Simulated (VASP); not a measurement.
# BN (Pm-3m) in VASP: settings compared

The runs below take BN through single point, relaxation of cell and atoms, with PBEsol, r2SCAN+rVV10.

Program: VASP 6.6.1. These are calculated values, not measurements. Logs are shortened: lines on timing, memory, paths and dates and some standing lists are left out, and cuts for length are marked.

## (1) Starting point

It takes space group Pm-3m (No. 221, cubic). The conventional cell has a = 2.301 Å, b = 2.301 Å, c = 2.301 Å, α = 90.00°, β = 90.00°, γ = 90.00°. B (site symmetry m-3m) is surrounded by 8 N at 1.99 Å. N (site symmetry m-3m) has 8 B at 1.99 Å as nearest neighbours.

The cell was built by a generator and needn't be a form met in nature.

## (2) Single point, PBEsol

The input, INCAR:

```
SYSTEM = BN
ALGO     = Normal         ! electronic algorithm
EDIFF    = 1E-6           ! SCF threshold, eV
ENCUT    = 520            ! plane-wave cutoff, eV
GGA      = PS             ! functional
ISIF     = 2              ! what is computed and relaxed
ISMEAR   = -1             ! smearing method
LASPH    = .True.         ! aspherical terms in the spheres
LCHARG   = .False.        ! write CHGCAR
LREAL    = .False.        ! projectors in reciprocal space
LWAVE    = .False.        ! write WAVECAR
NBANDS   = 11             ! bands
NELM     = 100            ! most SCF steps
PREC     = Accurate       ! precision mode
SIGMA    = 0.03           ! smearing width, eV
```

The input, KPOINTS:

```
k-points
0
Gamma
  10 10 10
  0 0 0
```

The input, POSCAR:

```
BN
1.0
    2.3009984357      0.0000000000      0.0000000000
    0.0000000000      2.3009984357      0.0000000000
    0.0000000000      0.0000000000      2.3009984357
B N
1 1
Direct
    0.0000000000      0.0000000000      0.0000000000
    0.5000000000      0.5000000000      0.5000000000
```

Potentials or basis: VASP PAW PBE potentials, release 64 (B, N).

The run is started by

```
cat potpaw_PBE.64/B/POTCAR potpaw_PBE.64/N/POTCAR > POTCAR
mpirun -np 1 vasp_std > vasp.out
```

OUTCAR:

```text
SYSTEM = BN
   EDIFF = 1E-6
   ENCUT = 520
   GGA = PS
   ISIF = 2
   ISMEAR = -1
   LASPH = .True.
   LREAL = .False.
   NELM = 100
   PREC = Accurate

 ion  position               nearest neighbor table
   1  0.000  0.000  0.000-
   2  0.500  0.500  0.500-

  LATTYP: Found a simple cubic cell.
 ALAT       =     2.3009984357

  Lattice vectors:

 A1 = (   2.3009984357,   0.0000000000,   0.0000000000)
 A2 = (   0.0000000000,   2.3009984357,   0.0000000000)
 A3 = (   0.0000000000,   0.0000000000,   2.3009984357)

Analysis of symmetry for initial positions (statically):
=====================================================================
 Subroutine PRICEL returns:
 Original cell was already a primitive cell.

 Routine SETGRP: Setting up the symmetry group for a
 simple cubic supercell.

 Subroutine GETGRP returns: Found 48 space group operations
 (whereof 48 operations were pure point group operations)
 out of a pool of 48 trial point group operations.

The static configuration has the point symmetry O_h .

Analysis of symmetry for dynamics (positions and initial velocities):
=====================================================================
 Subroutine PRICEL returns:
 Original cell was already a primitive cell.

 Routine SETGRP: Setting up the symmetry group for a
 simple cubic supercell.

 Subroutine GETGRP returns: Found 48 space group operations
 (whereof 48 operations were pure point group operations)
 out of a pool of 48 trial point group operations.

The dynamic configuration has the point symmetry O_h .

 Subroutine INISYM returns: Found 48 space group operations
 (whereof 48 operations are pure point group operations),
 and found     1 'primitive' translations

----------------------------------------------------------------------------------------

                                     Primitive cell

  volume of cell :      12.1829

  direct lattice vectors                    reciprocal lattice vectors
     2.300998436  0.000000000  0.000000000     0.434593950  0.000000000  0.000000000
     0.000000000  2.300998436  0.000000000     0.000000000  0.434593950  0.000000000
     0.000000000  0.000000000  2.300998436     0.000000000  0.000000000  0.434593950

  length of vectors
     2.300998436  2.300998436  2.300998436     0.434593950  0.434593950  0.434593950

  position of ions in fractional coordinates (direct lattice)
     0.000000000  0.000000000  0.000000000
     0.500000000  0.500000000  0.500000000
[... 79 lines left out ...]
   EDIFFG = 0.1E-04   stopping-criterion for IOM
   NSW    =      0    number of steps for IOM
   IBRION =     -1    ionic relax: 0-MD 1-quasi-New 2-CG
   NFREE  =      0    steps in history (QN), initial steepest desc. (CG)
   ISIF   =      2    stress and relaxation
   ISYM   =      2    0-nonsym 1-usesym 2-fastsym
   POTIM  = 0.5000    time-step for ionic-motion
   TEBEG  =    0.0;   TEEND  =   0.0 temperature during run
   PSTRESS=    0.0 pullay stress
   NELECT =       8.0000    total number of electrons
   NUPDOWN=      -1.0000    fix difference up-down
   EMIN   =  10.00;   EMAX   =-10.00  energy-range for DOS
   EFERMI =   0.00;   METHOD = LEGACY
   ISMEAR =    -1;   SIGMA  =   0.03  broadening in eV -4-tet -1-fermi 0-gaus
   EFERMI_NEDOS =   21; number of points for ismear=-14 and -15
   IALGO  =     38    algorithm
   IMIX   =      4    mixing-type and parameters
     AMIX     =   0.40;   BMIX     =  1.00
     AMIX_MAG =   1.60;   BMIX_MAG =  1.00
  volume/ion in A,a.u.               =       6.09        41.11
  Fermi-wavevector in a.u.,A,eV,Ry     =   1.422946  2.688979 27.548751  2.024776
  Thomas-Fermi vector in A             =   2.543596
   LORBIT       =      0    0 simple, 1 ext, 2 COOP (PROOUT), +10 PAW based schemes
   GGA     = PS    functional components
   LHFCALC =     F    Hartree Fock is set to
   AEXX    =    0.0000 exact exchange contribution
   IVDW    =     0    specifies the selected vdW correction
   LEPSILON=     F    determine dielectric tensor
   LRPA    =     F    only Hartree local field effects (RPA)
 non-spin polarized calculation
  energy-cutoff  :      520.00
  volume of cell :       12.18
 maximum number of plane-waves:       341
 NGX is ok and might be reduce to    18
   NGX =  9   NGY =  9   NGZ =  9

 number of electron       8.0000001 magnetization

 Free energy of the ion-electron system (eV)
  ---------------------------------------------------
  ext. energy  EPLUGINS =         0.00000000
  ---------------------------------------------------
  free energy    TOTEN  =       -11.01288503 eV

  energy without entropy =      -11.00918682  energy(sigma->0) =      -11.01103593

 E-fermi :   9.2444     XC(G=0): -13.3895

 val. band max:        9.2345598721   @ k =   0.3000   0.2000   0.0000
 cond. band min:       9.4693475707   @ k =   0.5000   0.3000   0.2000
 fundamental gap:      0.2347876986
 Fermi energy:         9.2443603703

 k-point     1 :       0.0000    0.0000    0.0000
  band No.  band energies     occupation
      1     -12.1099      2.00000
      2       7.1796      2.00000
      3       7.1796      2.00000
      4       7.1796      2.00000
      5      11.2528      0.00000
      6      20.6523      0.00000
      7      20.6523      0.00000
      8      20.6523      0.00000
      9      21.3376      0.00000
     10      21.3376      0.00000
     11      44.5448      0.00000
[... 309 lines left out ...]
 k-point    24 :       0.3000    0.1000    0.1000
  band No.  band energies     occupation
      1      -9.7981      2.00000
      2       0.3445      2.00000
      3       7.1354      2.00000
      4       7.6391      2.00000
      5      14.6725      0.00000
      6      16.2706      0.00000
      7      16.9832      0.00000
      8      19.0519      0.00000
      9      26.3153      0.00000
     10      32.8410      0.00000
     11      35.2436      0.00000

 [... further k-points ...]
[... 5 lines left out ...]
  --------------------------------------------------------------------------------------
  -------------------------------------------------------------------------------------
  Total        0.0074234      0.0074234      0.0074234     -0.0000000     -0.0000000      0.0000000
  in kB        0.9762512      0.9762512      0.9762512     -0.0000000     -0.0000000      0.0000000
  external PRESSURE =       0.9762512 kB  Pullay stress =       0.0000000 kB

 VOLUME and BASIS-vectors are now :
 -----------------------------------------------------------------------------
  energy-cutoff  :      520.00
  volume of cell :       12.18
      direct lattice vectors                 reciprocal lattice vectors
     2.300998436  0.000000000  0.000000000     0.434593950  0.000000000  0.000000000
     0.000000000  2.300998436  0.000000000     0.000000000  0.434593950  0.000000000
     0.000000000  0.000000000  2.300998436     0.000000000  0.000000000  0.434593950

 POSITION                                       TOTAL-FORCE (eV/Angst)
 -----------------------------------------------------------------------------------
      0.00000      0.00000      0.00000         0.000000      0.000000      0.000000
      1.15050      1.15050      1.15050         0.000000      0.000000      0.000000
 -----------------------------------------------------------------------------------
    total drift:                                0.000000     -0.000000      0.000000

  FREE ENERGIE OF THE ION-ELECTRON SYSTEM (eV)
  ---------------------------------------------------
  free  energy   TOTEN  =       -11.0128850331 eV

  energy  without entropy=      -11.0091868200  energy(sigma->0) =      -11.01103593
```

OSZICAR:

```text
N       E                     dE             d eps       ncg     rms          rms(c)
DAV:   1     0.115303457281E+02    0.11530E+02   -0.47953E+03  1248   0.719E+02
DAV:   2    -0.109706014944E+02   -0.22501E+02   -0.21283E+02  1565   0.140E+02
DAV:   3    -0.114670775620E+02   -0.49648E+00   -0.49227E+00  1472   0.175E+01
DAV:   4    -0.114675362549E+02   -0.45869E-03   -0.45868E-03  1355   0.601E-01
DAV:   5    -0.114675364578E+02   -0.20289E-06   -0.20248E-06  1447   0.135E-02    0.472E+00
DAV:   6    -0.110595687253E+02    0.40797E+00   -0.40762E+00  1313   0.833E+00    0.228E+00
DAV:   7    -0.110148633270E+02    0.44705E-01   -0.28386E-01  1307   0.277E+00    0.114E+00
DAV:   8    -0.110132237893E+02    0.16395E-02   -0.13266E-02  1316   0.935E-01    0.296E-01
DAV:   9    -0.110128961823E+02    0.32761E-03   -0.48572E-04  1400   0.139E-01    0.634E-02
DAV:  10    -0.110128852804E+02    0.10902E-04   -0.24940E-05  1394   0.391E-02    0.471E-03
DAV:  11    -0.110128850331E+02    0.24727E-06   -0.16245E-06   811   0.584E-03
   1 F= -.11012885E+02 E0= -.11011036E+02  d E =-.369821E-02
```

stdout:

```text
POSCAR found type information on POSCAR B N
 POSCAR found :  2 types and       2 ions
 scaLAPACK will be used
 -----------------------------------------------------------------------------
|                                                                             |
|                                                                             |
|     You enforced a specific xc type in the INCAR file but a different       |
|     I HOPE YOU KNOW WHAT YOU ARE DOING!                                     |
|                                                                             |
 -----------------------------------------------------------------------------

 LDA part: xc-table for (Slater+PW92), standard interpolation
 POSCAR, INCAR and KPOINTS ok, starting setup
 FFT: planning ... GRIDC
 FFT: planning ... GRID_SOFT
 FFT: planning ... GRID
 WAVECAR not read
 entering main loop
```

Wall time 6.4 s (1 thread of Intel Xeon Platinum 8259CL at 2.50GHz (Skylake/Cascade Lake), shared host); peak memory 0.11 GiB.

What came out:

- Free energy: -11.0129 eV
- Pressure: 0.1 GPa
- Band gap on the k mesh: none (metal or under the smearing width)

Caveat: the PAW data sets were made with another functional, which shifts forces and pressure a little.

[end of part 1 of 2]
